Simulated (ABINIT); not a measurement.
**Quasiparticle gap of BaO (Fm-3m) in ABINIT**

Aim: the G0W0 gap of BaO (Fm-3m) on LDA, step by step.

Method: LDA and many-body steps on it, plane waves, in ABINIT 10.8.3.

Report form: the programs' logs are mostly left out.

The database entry behind the starting cell differs from later determinations by our own check (about 0.7 % short), so it need not match the best structure at ambient conditions.

### 1. Set-up

Symmetry: Fm-3m, No. 225, cubic system. The conventional cell has a = 5.500 Å, b = 5.500 Å, c = 5.500 Å, α = 90.00°, β = 90.00°, γ = 90.00°. Nearest to Ba lie 6 O at 2.75 Å. Nearest to O lie 6 Ba at 2.75 Å. Farther neighbours and most contacts between anions are not listed.

Structure file:

```cif
data_structure
_symmetry_space_group_name_H-M 'Fm-3m'
_symmetry_Int_Tables_number 225
_cell_length_a 5.5000
_cell_length_b 5.5000
_cell_length_c 5.5000
_cell_angle_alpha 90.000
_cell_angle_beta 90.000
_cell_angle_gamma 90.000
_cell_volume 166.38
loop_
_atom_site_label
_atom_site_type_symbol
_atom_site_symmetry_multiplicity
_atom_site_Wyckoff_symbol
_atom_site_fract_x
_atom_site_fract_y
_atom_site_fract_z
_atom_site_occupancy
Ba1 Ba 4 a 0.00000 0.00000 0.00000 1
O1 O 4 b 0.50000 0.00000 0.00000 1
```

The cell and positions come from the Crystallography Open Database and are kept as given unless a step says otherwise. Spin-orbit coupling is left out unless a step names it.

### 2. Ground state

This step: ABINIT 10.8.3; DFT, LDA, plane waves, norm-conserving pseudopotentials.

The ground-state density comes first.

Input file run.abi:

```
acell 3*1.0 Angstrom
rprim 
  -0.000000000000 2.750000000000 2.750000000000
  2.750000000000 -0.000000000000 2.750000000000
  2.750000000000 2.750000000000 -0.000000000000
ntypat 2
znucl 56 8
natom 2
typat 1 2
xred 
  0.000000000000 0.000000000000 0.000000000000
  0.500000000000 0.500000000000 0.500000000000
pp_dirpath "pseudos"
pseudos "Ba.upf, O.upf"
ecut 36
ngkpt 6 6 6
nshiftk 1
shiftk 0 0 0
kptopt 1
chksymbreak 0
nband 13
occopt 1
tolvrs 1e-10
nstep 60
prtwf 0
optforces 0
optstress 0
indata_prefix "in"
outdata_prefix "out"
tmpdata_prefix "tmp"
```

On the command line:

```
$ OMP_NUM_THREADS=1 mpirun -n 4 abinit run.abi > log
```

Wall time 7.7 s (4 MPI ranks of Arm Neoverse V1, shared host); peak memory 0.28 GiB.

This step gave:

| Property | Result |
| --- | --- |
| total energy | -1218.7187 eV |
| gap | 1.801 eV |
| k of the valence top | 0.5, 0.5, 0 |
| k of the conduction bottom | 0.5, 0.5, 0 |
| least direct gap | 1.801 eV |

The gap is direct, at (0.500, 0.500, 0.000).

### 3. Bands along the symmetry lines

The cheap functional maps the bands first; the places of the edges decide which points the dearer methods must see.

Input file run.abi:

```
acell 3*1.0 Angstrom
rprim 
  -0.000000000000 2.750000000000 2.750000000000
  2.750000000000 -0.000000000000 2.750000000000
  2.750000000000 2.750000000000 -0.000000000000
ntypat 2
znucl 56 8
natom 2
typat 1 2
xred 
  0.000000000000 0.000000000000 0.000000000000
  0.500000000000 0.500000000000 0.500000000000
pp_dirpath "pseudos"
pseudos "Ba.upf, O.upf"
ecut 36
iscf -2
irdden 1
kptopt 0
nkpt 50
kpt 
  0.00000000 0.00000000 0.00000000
  0.06250000 0.00000000 0.06250000
  0.12500000 0.00000000 0.12500000
  0.18750000 0.00000000 0.18750000
  0.25000000 0.00000000 0.25000000
  0.31250000 0.00000000 0.31250000
  0.37500000 0.00000000 0.37500000
  0.43750000 0.00000000 0.43750000
  0.50000000 0.00000000 0.50000000
  0.51562500 0.03125000 0.51562500
  0.53125000 0.06250000 0.53125000
  0.54687500 0.09375000 0.54687500
  0.56250000 0.12500000 0.56250000
  0.57812500 0.15625000 0.57812500
  0.59375000 0.18750000 0.59375000
  0.60937500 0.21875000 0.60937500
  0.62500000 0.25000000 0.62500000
  0.37500000 0.37500000 0.75000000
  0.32812500 0.32812500 0.65625000
  0.28125000 0.28125000 0.56250000
  0.23437500 0.23437500 0.46875000
  0.18750000 0.18750000 0.37500000
  0.14062500 0.14062500 0.28125000
  0.09375000 0.09375000 0.18750000
  0.04687500 0.04687500 0.09375000
  0.00000000 0.00000000 0.00000000
  0.06250000 0.06250000 0.06250000
  0.12500000 0.12500000 0.12500000
  0.18750000 0.18750000 0.18750000
  0.25000000 0.25000000 0.25000000
  0.31250000 0.31250000 0.31250000
  0.37500000 0.37500000 0.37500000
  0.43750000 0.43750000 0.43750000
  0.50000000 0.50000000 0.50000000
  0.50000000 0.46875000 0.53125000
  0.50000000 0.43750000 0.56250000
  0.50000000 0.40625000 0.59375000
  0.50000000 0.37500000 0.62500000
  0.50000000 0.34375000 0.65625000
  0.50000000 0.31250000 0.68750000
  0.50000000 0.28125000 0.71875000
  0.50000000 0.25000000 0.75000000
  0.50000000 0.21875000 0.71875000
  0.50000000 0.18750000 0.68750000
  0.50000000 0.15625000 0.65625000
  0.50000000 0.12500000 0.62500000
  0.50000000 0.09375000 0.59375000
  0.50000000 0.06250000 0.56250000
  0.50000000 0.03125000 0.53125000
  0.50000000 0.00000000 0.50000000
istwfk *1
nband 15
nbdbuf 2
tolwfr 1e-08
nstep 40
prtwf 0
prtvol 0
indata_prefix "in"
outdata_prefix "out"
tmpdata_prefix "tmp"
```

Wall time 8.9 s (4 MPI ranks); peak memory 0.28 GiB; 35 s of CPU time.

This step gave:

```
gap                        : 1.801 eV
k of the valence top       : 0.5, 0, 0.5
k of the conduction bottom : 0.5, 0, 0.5
least direct gap           : 1.801 eV
```

The gap is 1.801 eV, as in the run before at this level.

Electronic bands along the path, in eV, zero at the top of the highest filled band; v1 is the highest filled band, c1 the lowest empty one:

```csv
point,v4,v3,v2,v1,c1,c2,c3,c4
Γ,-10.22,-0.45,-0.45,-0.45,3.42,4.64,4.64,4.64
halfway,-10.50,-1.46,-0.42,-0.42,2.82,5.17,6.93,6.93
X,-10.86,-0.22,-0.22,0.00,1.80,6.06,9.07,9.17
halfway,-10.81,-0.48,-0.40,-0.04,2.21,6.40,7.88,9.27
U,-10.69,-1.02,-0.82,-0.16,3.28,6.49,7.12,8.71
jump to K,-10.69,-1.02,-0.82,-0.16,3.28,6.49,7.12,8.71
halfway,-10.26,-1.68,-1.39,-0.50,4.21,5.55,5.78,6.87
Γ,-10.22,-0.45,-0.45,-0.45,3.42,4.64,4.64,4.64
halfway,-10.29,-1.44,-1.08,-1.08,4.35,5.70,5.74,5.74
L,-10.35,-2.15,-1.60,-1.60,4.87,7.23,7.23,7.96
halfway,-10.32,-1.66,-1.00,-0.93,4.76,5.37,7.93,7.97
W,-10.27,-1.45,-0.23,-0.23,4.49,4.49,6.98,9.92
halfway,-10.57,-0.87,-0.28,-0.08,2.58,6.58,6.97,9.46
X,-10.86,-0.22,-0.22,0.00,1.80,6.06,9.07,9.17
```

### 4. Empty states on the mesh, 4×4×4 mesh, 35 bands

The sums over transitions need many empty states on a uniform mesh; this step solves for them.

Input file run.abi:

```
acell 3*1.0 Angstrom
rprim 
  -0.000000000000 2.750000000000 2.750000000000
  2.750000000000 -0.000000000000 2.750000000000
  2.750000000000 2.750000000000 -0.000000000000
ntypat 2
znucl 56 8
natom 2
typat 1 2
xred 
  0.000000000000 0.000000000000 0.000000000000
  0.500000000000 0.500000000000 0.500000000000
pp_dirpath "pseudos"
pseudos "Ba.upf, O.upf"
ecut 36
ngkpt 4 4 4
nshiftk 1
shiftk 0 0 0
kptopt 1
chksymbreak 0
iscf -2
irdden 1
istwfk *1
nband 35
nbdbuf 4
tolwfr 1e-09
nstep 60
prtvol 0
indata_prefix "in"
outdata_prefix "out"
tmpdata_prefix "tmp"
```

It took 5.7 s on 4 MPI ranks; peak memory 0.26 GiB; 23 s of CPU time.

This step gave:

```yaml
gap: 1.801 eV
k_of_the_valence_top: 0.5, 0.5, 0
k_of_the_conduction_bottom: 0.5, 0.5, 0
least_direct_gap: 1.801 eV
k_points_computed: 8
lowest_point_of_the_top_converged_band_above_the_valence_top: 29.20 eV
```

On this mesh the gap is 1.801 eV.

### 5. Screening, 4×4×4 mesh, 31 bands, screening to 87.1 eV

The RPA dielectric matrix is built and inverted for each q.

This step: RPA screening on LDA, plane waves, norm-conserving pseudopotentials.

Edit run.abi of step 4 so:

```diff
@@ -20,10 +20,11 @@
 chksymbreak 0
-iscf -2
-irdden 1
 istwfk *1
-nband 35
-nbdbuf 4
-tolwfr 1e-09
-nstep 60
-prtvol 0
+occopt 1
+irdwfk 1
+optdriver 3
+nband 31
+ecuteps 3.2
+inclvkb 2
+awtr 1
+symchi 1
 indata_prefix "in"
```

Wall time 4.2 s (4 MPI ranks); peak memory 0.43 GiB.

Numbers from this step:

| Item | Value |
| --- | --- |
| ε∞ with local fields, on this mesh, along the program's q direction | 4.359 |
| the same without local fields | 4.801 |
| plasma frequency | 23.03 eV |
| plane waves in the screening matrix | 65 |

Local fields lower ε∞ by 9 %. On a Γ-centred mesh this coarse the value itself is usually too large, while a short band sum pulls it down.

### 6. Self-energy, 4×4×4 mesh, 31 bands, screening to 87.1 eV

The self-energy is evaluated for the states that the input lists, and the levels follow from it, in one-shot runs by the linearised quasiparticle equation.

This step: G0W0 on LDA, plane waves, norm-conserving pseudopotentials.

Edit run.abi of step 5 so:

```diff
@@ -23,8 +23,17 @@
 irdwfk 1
-optdriver 3
+optdriver 4
 nband 31
+gwcalctyp 0
+ecutsigx 36
+symsigma 1
+nkptgw 2
+kptgw 
+  0.5000000000 0.5000000000 0.0000000000
+  0.0000000000 0.0000000000 0.0000000000
+bdgw 
+  6 10
+  6 12
 ecuteps 3.2
-inclvkb 2
-awtr 1
-symchi 1
+irdscr 1
+ppmodel 1
 indata_prefix "in"
```

Elapsed: 3 s, on 4 MPI ranks; peak memory 0.15 GiB; 12 s of CPU time.

Numbers from this step:

| Item | Value |
| --- | --- |
| G0W0 gap on the points computed | 3.148 eV |
| starting gap on the mesh | 1.801 eV |
| k of the valence top | 0.5, 0.5, 0 |
| k of the conduction bottom | 0.5, 0.5, 0 |
| Z at the valence top | 0.779 |
| Z at the conduction bottom | 0.848 |
| least direct G0W0 gap on the computed points | 3.148 eV |

The gap on the mesh goes from 1.80 eV to 3.15 eV, a correction of +1.35 eV.

Limits: finite bands, cutoff and mesh; no spin-orbit coupling; coarse k mesh. v1 is the top filled band, c1 the lowest empty one. Levels before and after the correction, in eV, zero at the valence-band top of each column:

```csv
,conduction bottom,valence top
Kohn-Sham,1.80,0.00
G0W0,3.15,0.00
```

```csv
,level,energy (eV)
Kohn-Sham,(0.5 0.5 0) v3-v2,-0.220
Kohn-Sham,(0.5 0.5 0) v1,0.000
Kohn-Sham,(0.5 0.5 0) c1,1.801
Kohn-Sham,(0.5 0.5 0) c2,6.065
G0W0,(0.5 0.5 0) v3-v2,-0.223
G0W0,(0.5 0.5 0) v1,0.000
G0W0,(0.5 0.5 0) c1,3.148
G0W0,(0.5 0.5 0) c2,7.798
```

### 7. Where the time went

Times are wall times on 4 MPI ranks of Arm Neoverse V1, shared host, good to a factor of about two.

```csv
step,time,share,memory (GiB)
ground state,7.7 s,26 %,0.28
bands along the symmetry lines,8.9 s,30 %,0.28
empty states on the mesh,5.7 s,19 %,0.26
screening,4.2 s,14 %,0.43
self-energy,3 s,10 %,0.15
```

### 8. Results

| Property | Result |
| --- | --- |
| LDA gap | 1.80 eV, direct |
| G0W0 gap on the mesh | 3.15 eV |
| GW settings | 4×4×4 mesh, 31 bands, screening to 87.1 eV, Godby-Needs plasmon pole |
| known limits | not at the basis limit; no spin-orbit coupling; coarse k mesh |

In words: G0W0 moves the gap on the mesh from 1.80 eV to 3.15 eV (+1.35 eV), with Z of 0.78 and 0.85 at the edges. Local fields lower the RPA ε∞ on this mesh from 4.80 to 4.36; a Γ-centred mesh this coarse tends to raise both, most where the direct gap is narrow, while a short band sum lowers them. Only 2 of the mesh's irreducible points were corrected, so a valley elsewhere could overtake. Bands and cutoff are finite, so the gap is not at the basis limit. The miss can reach some tenths of an eV and take either sign; the mesh is an error of its own. In the G0W0 run levels were corrected at 2 k points alone, so a gap called «on the mesh» is the least over those, and an edge elsewhere would be missed. The 4×4×4 mesh is coarse for this cell, which bears on the long-range parts of exchange and screening. The many-body steps are scalar-relativistic: spin-orbit coupling is not in them.

[Paths, hosts, dates, memory and timing lines, banners, echoed tables and standing remarks are left out of the program output.]

[Logs are printed without paths, hosts, clocks, repeated set-up lines and the standing remarks that a program may print on its own settings, such as how far it seeks lower states.]

[Runs of the session that timed out or met a known fault of the program may be left out.]

[Hosts, paths, dates, database ids (printed as entryN), source tags and the programs' standing remarks are cut or masked in the printed files.]

[G0W0 gaps are taken among the corrected bands and points alone; a level outside them can change the order at an edge.]

[Where Ansatz stands beside ABINIT at settings called matched, ABINIT's density can come from a denser mesh and the files from another edition; pairs whose starting gaps differed by over 0.03 eV were left out, so agreement reads better than it is.]
